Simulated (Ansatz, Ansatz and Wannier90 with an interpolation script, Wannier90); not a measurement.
# Settings in Wannier-interpolated G0W0: GaN (F-43m), part 2 of 2

Aim: vary the Wannier model and the GW settings for GaN (F-43m) and see what the interpolated bands lose.

Wannier90 4.0.3; maximally localised Wannier functions from the overlaps of LDA states (plane waves, PAW). Known limits of the many-body steps: not at the basis limit; no spin-orbit coupling; coarse k mesh.

So far. Step 2 (Wannier model on 16×16×16, by Wannier90): Near the gap the model misses directly solved bands by 0.4 meV r.m.s. and by 2 meV at most in the window tested. This tests the starting bands, not the corrections carried with them. Step 3 (Wannier model on 16×16×16, by the program's own …): Near the gap the model misses directly solved bands by 0.4 meV r.m.s. and by 2 meV at most in the window tested. This tests the starting bands, not the corrections carried with them.

## Step 4: Wannier model on 8×8×8, by Wannier90

This step: maximally localised Wannier functions from the overlaps of LDA states (plane waves, PAW).

w.win

```
num_iter = 1200
conv_tol = 1.0e-8
conv_window = 5
dis_num_iter = 4000
dis_conv_tol = 1.0e-8
dis_mix_ratio = 0.7
write_hr = true
use_ws_distance = false
num_print_cycles = 50
! ansatz wannier90 interface
! projections by site (counted from 0) and shell: 0 4S, 0 4P, 1 2P
! states of the run's bands (counted from 1): 1-14
num_bands = 14
num_wann  = 7
dis_win_min = 2.01
dis_win_max = 24.81
dis_froz_min = 2.01
dis_froz_max = 14.01
guiding_centres = true

begin unit_cell_cart
Ang
                      0.0               2.25350061               2.25350061
               2.25350061                      0.0               2.25350061
               2.25350061               2.25350061                      0.0
end unit_cell_cart

begin atoms_frac
Ga                       0.0                      0.0                      0.0
N                       0.25                     0.25                     0.25
end atoms_frac

mp_grid = 8 8 8

[... the mesh's points ...]
```

Run with:

```
$ OMP_NUM_THREADS=1 mpirun -n 8 wannier90.x w > wannier90.x.log
```

Numbers of over 12 decimals in the logs are rounded to 6 here.

The program printed:

```text
[banner, memory and clock lines left out]
TEM
                                    ------

                              Lattice Vectors (Ang)
                    a_1     0.000000   2.253501   2.253501
                    a_2     2.253501   0.000000   2.253501
                    a_3     2.253501   2.253501   0.000000

                   Unit Cell Volume:      22.88775  (Ang^3)

                        Reciprocal-Space Vectors (Ang^-1)
                    b_1    -1.394094   1.394094   1.394094
                    b_2     1.394094  -1.394094   1.394094
                    b_3     1.394094   1.394094  -1.394094

 *----------------------------------------------------------------------------*
 |   Site       Fractional Coordinate          Cartesian Coordinate (Ang)     |
 +----------------------------------------------------------------------------+
 | ga   1   0.00000   0.00000   0.00000   |    0.00000   0.00000   0.00000    |
 | n    1   0.25000   0.25000   0.25000   |    1.12675   1.12675   1.12675    |
 *----------------------------------------------------------------------------*
                                ------------
                                K-POINT GRID
                                ------------

             Grid size =  8 x  8 x  8      Total points =  512

 *---------------------------------- MAIN ------------------------------------*
 |  Number of Wannier Functions               :                 7             |
 |  Number of Objective Wannier Functions     :                 7             |
 |  Number of input Bloch states              :                14             |
 |  Output verbosity (1=low, 5=high)          :                 1             |
 |  Timing Level (1=low, 5=high)              :                 1             |
[...]
Sum of centres and spreads (  3.380251,  3.380251,  3.380251 )    13.12273013

      1    -0.434E+00     0.2333995118       13.1227301313       0.18  <-- CONV
        O_D=      0.2049166 O_OD=      3.7583026 O_TOT=     13.1227301 <-- SPRD
 Delta: O_D=  0.1909427E-01 O_OD= -0.4530630E+00 O_TOT= -0.4339688E+00 <-- DLTA

             <<<     Delta < 1.000E-08  over  5 iterations     >>>
             <<< Wannierisation convergence criteria satisfied >>>

 Final State
[...]
WF centre and spread    6  (  1.126750,  1.126750,  1.126750 )     0.88249722
  WF centre and spread    7  (  1.126750,  1.126750,  1.126750 )     0.88249722
  Sum of centres and spreads (  3.380251,  3.380251,  3.380251 )    12.87506883

         Spreads (Ang^2)       Omega I      =     9.159510920
        ================       Omega D      =     0.198718398
                               Omega OD     =     3.516839513
    Final Spread (Ang^2)       Omega Total  =    12.875068831

 Writing checkpoint file w.chk... done

 *---------------------------------------------------------------------------*
 |                               PLOTTING                                    |
 *---------------------------------------------------------------------------*

 *===========================================================================*
 |                             TIMING INFORMATION                            |
 *===========================================================================*
 |    Tag                                                Ncalls      Time (s)|
 |---------------------------------------------------------------------------|
 |kmesh: get                                        :         1         0.113|
 |overlap: read                                     :         1         0.449|
 |dis: main                                         :         1         0.179|
 |wann: main                                        :         1         0.205|
 |plot: main                                        :         1         0.042|
 *---------------------------------------------------------------------------*
 All done: wannier90 exiting
```

Run time: 1.9 s. Hardware: 8 MPI ranks of Arm Neoverse V2, shared host; 14 s of CPU time.

This step gave:

```
gauge-invariant spread     : 9.160 Å²
diagonal spread            : 0.1987 Å²
off-diagonal spread        : 3.517 Å²
total spread               : 12.88 Å²
disentanglement steps      : 100
r.m.s. interpolation error : 0.003602 eV
r.m.s. error near the gap  : 0.004602 eV
```

Near the gap the model misses directly solved bands by 4.6 meV r.m.s. and by 26 meV at most in the window tested. This tests the starting bands, not the corrections carried with them.

Frozen up to 4.73 eV; above it the model need not follow the bands. Electronic bands along the path, in eV, zero at the valence-band top; v1 is the highest filled band, c1 the lowest empty one:

```
    point     v3     v2     v1    c1     c2     c3     c4
        Γ   0.00   0.00   0.00  1.73  10.12  10.12  10.12
  halfway  -3.43  -1.51  -1.51  4.51   7.51  11.80  11.80
        X  -6.21  -2.73  -2.73  3.26   8.60  13.74  13.74
  halfway  -6.12  -3.39  -2.59  3.84   8.51  12.96  13.41
        U  -5.95  -4.31  -2.20  4.97   8.17  11.46  12.65
jump to K  -5.95  -4.31  -2.20  4.97   8.17  11.46  12.65
  halfway  -4.21  -2.15  -0.54  5.15   8.32   9.43  10.94
        Γ   0.00   0.00   0.00  1.73  10.12  10.12  10.12
  halfway  -3.87  -0.53  -0.53  4.01   8.61  10.58  10.58
        L  -7.12  -0.98  -0.98  4.53   8.66  10.20  10.20
  halfway  -6.49  -3.04  -1.79  6.51   6.90   9.91  11.53
        W  -5.78  -3.74  -3.69  6.12   8.22  10.15  12.88
  halfway  -6.03  -3.25  -3.22  4.49   8.44  12.10  13.37
        X  -6.21  -2.73  -2.73  3.26   8.60  13.74  13.74
```

The same for Kohn-Sham, solved directly:

```csv
point,v3,v2,v1,c1,c2,c3,c4
Γ,0.00,0.00,0.00,1.73,10.12,10.12,10.12
X,-6.21,-2.73,-2.73,3.26,6.48,11.50,13.74
U,-5.95,-4.31,-2.20,4.89,7.71,10.88,12.65
K,-5.95,-4.31,-2.20,4.89,7.71,10.88,12.65
Γ,0.00,0.00,0.00,1.73,10.12,10.12,10.12
L,-7.12,-0.98,-0.98,4.53,8.60,10.20,10.20
W,-5.78,-3.74,-3.69,6.12,8.22,10.15,10.91
X,-6.21,-2.73,-2.73,3.26,6.48,11.50,13.74
```

The first set of electronic bands as a text plot (rows in eV, shown from -7.1 to 7.7 only):

```
    7.4 |      ++           +++                     ++  +
    6.8 |                    ++                       ++
    6.2 |                   +  +                     +  ++++
    5.6 |                  +                        +       +
    4.9 |                ++     +                 ++         +
    4.3 |    +++++      +        +           +++++            +
    3.7 |   +     ++   +          ++       ++                  +
    3.1 |  +        +++             +     +                     +
    2.5 |                                +
    1.9 |++                          ++++
    1.2 |
    0.6 |
    0.0 |**                       *********
   -0.6 | ***                  *******  *  *****
   -1.2 |  * ***            ***  *  *    *      ******
   -1.9 |   *   *          *    *         *         * **
   -2.5 |    **  **********       **                 *  *       *
   -3.1 |             **       * *         *          *  *   ***
   -3.7 |      *        *    **             *          ******
   -4.3 |       *        ****   *
   -5.0 |        *             *             *
   -5.6 |         **        ***               *          ***
   -6.2 |           ********                   *      ***   *****
   -6.8 |                                       ******
         Γ           X  U|K            Γ         L        W     X
```

## Step 5: A faulty Wannier input

w.win: that of step 4 with these lines changed.

```diff
@@ -17,3 +17,3 @@
 dis_froz_min = 2.01
-dis_froz_max = 14.01
+dis_froz_max = 24.31
 guiding_centres = true
```

The program printed:

```text
[banner, memory and clock lines left out]
TEM
                                    ------

                              Lattice Vectors (Ang)
                    a_1     0.000000   2.253501   2.253501
                    a_2     2.253501   0.000000   2.253501
                    a_3     2.253501   2.253501   0.000000

                   Unit Cell Volume:      22.88775  (Ang^3)

                        Reciprocal-Space Vectors (Ang^-1)
                    b_1    -1.394094   1.394094   1.394094
                    b_2     1.394094  -1.394094   1.394094
                    b_3     1.394094   1.394094  -1.394094

 *----------------------------------------------------------------------------*
 |   Site       Fractional Coordinate          Cartesian Coordinate (Ang)     |
 +----------------------------------------------------------------------------+
 | ga   1   0.00000   0.00000   0.00000   |    0.00000   0.00000   0.00000    |
 | n    1   0.25000   0.25000   0.25000   |    1.12675   1.12675   1.12675    |
 *----------------------------------------------------------------------------*
                                ------------
                                K-POINT GRID
                                ------------

             Grid size =  8 x  8 x  8      Total points =  512

 *---------------------------------- MAIN ------------------------------------*
 |  Number of Wannier Functions               :                 7             |
 |  Number of Objective Wannier Functions     :                 7             |
 |  Number of input Bloch states              :                14             |
 |  Output verbosity (1=low, 5=high)          :                 1             |
 |  Timing Level (1=low, 5=high)              :                 1             |
[...]
|             1         0.174262    0.174262   -0.174262     4.116287        |
 |             2         0.174262   -0.174262    0.174262     4.116287        |
 |             3        -0.174262    0.174262    0.174262     4.116287        |
[...]
|             7         0.174262   -0.174262   -0.174262     4.116287        |
 |             8        -0.174262   -0.174262   -0.174262     4.116287        |
[...]
|                           b_k Directions (Ang^-1)                          |
 |                           -----------------------                          |
 |            No.           x           y           z                         |
 |            ---        --------------------------------                     |
 |             1         0.174262    0.174262   -0.174262                     |
 |             2         0.174262   -0.174262    0.174262                     |
 |             3        -0.174262    0.174262    0.174262                     |
 |             4         0.174262    0.174262    0.174262                     |
[...]
Starting a new Wannier90 calculation ...

 Reading overlaps from w.mmn    : ansatz wannier90 interface

 Reading projections from w.amn : ansatz wannier90 interface

 *------------------------------- DISENTANGLE --------------------------------*
 +----------------------------------------------------------------------------+
 |                              Energy  Windows                               |
 |                              ---------------                               |
 |                   Outer:    2.01000  to   24.81000  (eV)                   |
 |                   Inner:    2.01000  to   24.31000  (eV)                   |
 +----------------------------------------------------------------------------+
 ERROR AT K-POINT   10 THERE ARE  8 BANDS INSIDE THE INNER WINDOW AND ONLY 7 TARGET BANDS
BANDS: (eV)   7.80918    8.79710    8.79710   12.50257   18.18736   19.89626   19.89626   23.67892
 Exiting.......
 dis_windows: More states in the frozen window than target WFs
 (rank: 0)
```

The job ended after 1.4 s (8 MPI ranks).

The run stopped with an error after 1.4 s.

The program's words: ERROR AT K-POINT   10 THERE ARE  8 BANDS INSIDE THE INNER WINDOW AND ONLY 7 TARGET BANDS dis_windows: More states in the frozen window than target WFs thus causing the job to be terminated. The first process to do so was:

The fault put into this input: a frozen window with more states than functions.

## Step 6: G0W0: 8×8×8 mesh, 105 empty bands, screening to 160 eV

Now the one-shot GW correction: screening in the RPA, then the self-energy of the levels asked for.

This step: G0W0 on LDA, plane waves, PAW.

input.yaml

```yaml
crystal:
  lattice:
    - [0.0, 2.25350061, 2.25350061]
    - [2.25350061, 0.0, 2.25350061]
    - [2.25350061, 2.25350061, 0.0]
  atoms:
    - { symbol: Ga, position: [0.0, 0.0, 0.0] }
    - { symbol: "N", position: [0.25, 0.25, 0.25] }
kpoints:
  mp_grid: { grid: [8, 8, 8] }
hamiltonian:
  xc: lda
scf:
  occupations: { method: fixed }
gw:
  n_empty_bands: 105
  ecut_chi: 160.0
  qp_bands: [v3, c1]
  screening: { model: contour_deformation }
```

Run with:

```
$ ansatz run input.yaml --threads 12 --pin off --max-ram 22118MiB --backend cpu --events-out ev --progress --plain --runs-dir out
```

The program printed:

```text
[...]
Crystal: 2 atoms, lattice volume = 22.888 Å³
Basis set: ecut = 420 eV, 459 PW (Γ)
Bands: 13, of which v1, the nominal top of the filled ones, is band 9 counted from 1 (8 counted from 0)
Symmetry: 24 space group operations
[...]
k-points: 29 of 512 (time reversal used)
[...]
1    10     12.1384   -12.2867    -3.7363   -16.7294  0.7940    12.8504    12.8447  root
[...]
28     7      3.4991   -21.2689     4.1467   -16.5157  0.7169     2.8892     2.8925  root
    28     8      5.5416   -21.6201     3.8346   -17.0209  0.7431     4.7611     4.7769  root
    28     9      5.5929   -19.4412     3.3951   -15.3767  0.7466     4.9116     4.9236  root
    28    10     15.4009    -9.9020    -4.6035   -15.2675  0.7892    16.1732    16.1629  root
[key lines of the parts left out:]
SCF converged after 6 iterations
Free energy (F): -4082.066747 eV
Fermi energy:    9.280434 eV
```

Run time: 1.9 min. Hardware: 12 threads; peak memory 0.63 GiB.

The G0W0 gap on the mesh is 2.886 eV.

## Step 7: G0W0: 4×4×4 mesh, 105 empty bands, screening to 160 eV

input.yaml: that of step 6 with these lines changed.

```diff
@@ -9,3 +9,3 @@
 kpoints:
-  mp_grid: { grid: [8, 8, 8] }
+  mp_grid: { grid: [4, 4, 4] }
 hamiltonian:
```

The program printed:

```text
[...]
Crystal: 2 atoms, lattice volume = 22.888 Å³
Basis set: ecut = 420 eV, 459 PW (Γ)
Bands: 13, of which v1, the nominal top of the filled ones, is band 9 counted from 1 (8 counted from 0)
Symmetry: 24 space group operations
[...]
k-points: 8 of 64 (time reversal used)
[...]
1    10     13.3122   -10.8193    -4.6951   -16.2568  0.7726    14.0720    14.0545  root
[...]
7     7      3.5214   -21.2657     4.2270   -16.5064  0.6966     2.9847     2.9891  root
     7     8      5.5709   -21.6144     3.9341   -16.9973  0.7294     4.8700     4.8878  root
     7     9      5.6198   -19.4264     3.4837   -15.3528  0.7332     5.0174     5.0300  root
     7    10     15.4195    -9.9081    -4.7138   -15.2710  0.7705    16.0820    16.0686  root
[key lines of the parts left out:]
SCF converged after 6 iterations
Free energy (F): -4082.001677 eV
Fermi energy:    9.327877 eV
```

Elapsed: 3.3 s, on 12 threads; peak memory 0.48 GiB; 15 s of CPU time.

The G0W0 gap on the mesh is 2.744 eV.

## Step 8: G0W0: 8×8×8 mesh, 48 empty bands, screening to 96 eV

input.yaml, the sections that differ from step 7:

```yaml
kpoints:
  mp_grid: { grid: [8, 8, 8] }
gw:
  n_empty_bands: 48
  ecut_chi: 96
  qp_bands: [v3, c1]
  screening: { model: contour_deformation }
# crystal, hamiltonian, scf: as in step 7
```

The program printed:

```text
[...]
Crystal: 2 atoms, lattice volume = 22.888 Å³
Basis set: ecut = 420 eV, 459 PW (Γ)
Bands: 13, of which v1, the nominal top of the filled ones, is band 9 counted from 1 (8 counted from 0)
Symmetry: 24 space group operations
[...]
k-points: 29 of 512 (time reversal used)
[...]
1    10     12.1384   -12.2867    -3.4780   -16.7294  0.7966    13.1152    13.1030  root
[...]
28     7      3.4991   -21.2689     4.3657   -16.5157  0.7173     3.1109     3.1115  root
    28     8      5.5416   -21.6201     4.0168   -17.0209  0.7451     4.9505     4.9592  root
    28     9      5.5929   -19.4412     3.6030   -15.3767  0.7482     5.1262     5.1315  root
    28    10     15.4009    -9.9020    -4.4277   -15.2675  0.7904    16.3557    16.3388  root
[key lines of the parts left out:]
SCF converged after 6 iterations
Free energy (F): -4082.066747 eV
Fermi energy:    9.280434 eV
```

Wall time 29 s (12 threads); peak memory 0.38 GiB.

The G0W0 gap on the mesh is 2.841 eV.

## Step 9: G0W0: 8×8×8 mesh, 105 empty bands, screening to 160 eV, plasmon pole

input.yaml: that of step 8 with these lines changed.

```diff
@@ -15,5 +15,5 @@
 gw:
-  n_empty_bands: 48
-  ecut_chi: 96
+  n_empty_bands: 105
+  ecut_chi: 160.0
   qp_bands: [v3, c1]
-  screening: { model: contour_deformation }
+  screening: { model: godby_needs }
```

The program printed:

```text
[...]
Crystal: 2 atoms, lattice volume = 22.888 Å³
Basis set: ecut = 420 eV, 459 PW (Γ)
Bands: 13, of which v1, the nominal top of the filled ones, is band 9 counted from 1 (8 counted from 0)
Symmetry: 24 space group operations
[...]
k-points: 29 of 512 (time reversal used)
[...]
1    10     12.1384   -12.2867    -3.6816   -16.7294  0.8124    12.9014    12.8995  root
[...]
28     7      3.4991   -21.2689     4.0079   -16.5157  0.7778     2.7494     2.7537  root
    28     8      5.5416   -21.6201     3.7735   -17.0209  0.7864     4.7110     4.7158  root
    28     9      5.5929   -19.4412     3.3373   -15.3767  0.7901     4.8619     4.8657  root
    28    10     15.4009    -9.9020    -4.5470   -15.2675  0.8161    16.2228    16.2195  root
[key lines of the parts left out:]
SCF converged after 6 iterations
Free energy (F): -4082.066747 eV
Fermi energy:    9.280434 eV
```

It took 65 s on 12 threads; peak memory 0.85 GiB; 7.6 min of CPU time.

The G0W0 gap on the mesh is 2.869 eV.

## Step 10: Interpolated results

Times are wall times on 12 threads of Arm Neoverse V2, shared host, good to a factor of about two.

```
GW mesh  empty bands  cutoff (eV)            frequency  gap on mesh (eV)  gap over zone (eV)  direct gap (eV)  valence width (eV)  GW time
  8×8×8          105          160  contour deformation             2.886               2.886            2.886               7.269  1.9 min
  4×4×4          105          160  contour deformation             2.744               2.769            2.769               7.271    3.3 s
  8×8×8           48           96  contour deformation             2.841               2.841            2.841               7.372     29 s
  8×8×8          105          160         plasmon pole             2.869               2.869            2.869               7.546     65 s
```

## Step 11: Results

```yaml
8x8x8_mesh_105_empty_bands_screening_to_160_ev: 2.89 eV
4x4x4_mesh_105_empty_bands_screening_to_160_ev: 2.77 eV
8x8x8_mesh_48_empty_bands_screening_to_96_ev: 2.84 eV
8x8x8_mesh_105_empty_bands_screening_to_160_ev_plasmon_pole: 2.87 eV
```

What this shows: The largest change, −0.12 eV in the gap over the zone, comes with 4×4×4 mesh, 105 empty bands, screening to 160 eV. The first run is a reference, not a converged one, and where a row moves several settings no single cause can be named. Rows on another GW mesh add that mesh's corrections to the bands of the one model. The program's own minimiser ends at the same spread as the first model, 13.6 Å², from the same trial orbitals; this need not be the lowest minimum. Coarser Wannier mesh (8×8×8): the miss near the gap goes from under 1 (the model on 16×16×16) to 5 meV and the total spread from 13.6 to 12.9 Å². With 4×4×4 mesh, 105 empty bands, screening to 160 eV the gap over the zone moves by −0.12 eV and that on the mesh by −0.14 eV. With 8×8×8 mesh, 48 empty bands, screening to 96 eV the gap over the zone moves by −0.04 eV and that on the mesh by −0.05 eV. With 8×8×8 mesh, 105 empty bands, screening to 160 eV, plasmon pole the gap over the zone moves by −0.02 eV and that on the mesh by −0.02 eV. Gaps over the zone and on the mesh differ where an edge lies off the mesh, or where a GW run starts from another density: the starting gap over the zone is 1.732 eV, on the GW meshes it is 1.732 eV and 1.707 eV. The many-body steps are scalar-relativistic: spin-orbit coupling is not in them.

[Paths, hosts, dates, memory and timing lines, banners, echoed tables and standing remarks are left out of the program output.]

[Logs are printed without paths, hosts, clocks, repeated set-up lines and the standing remarks that a program may print on its own settings, such as how far it seeks lower states.]

[Runs of the session that timed out or met a known fault of the program may be left out.]

[Hosts, paths, dates, database ids (printed as entryN), source tags and the programs' standing remarks are cut or masked in the printed files.]
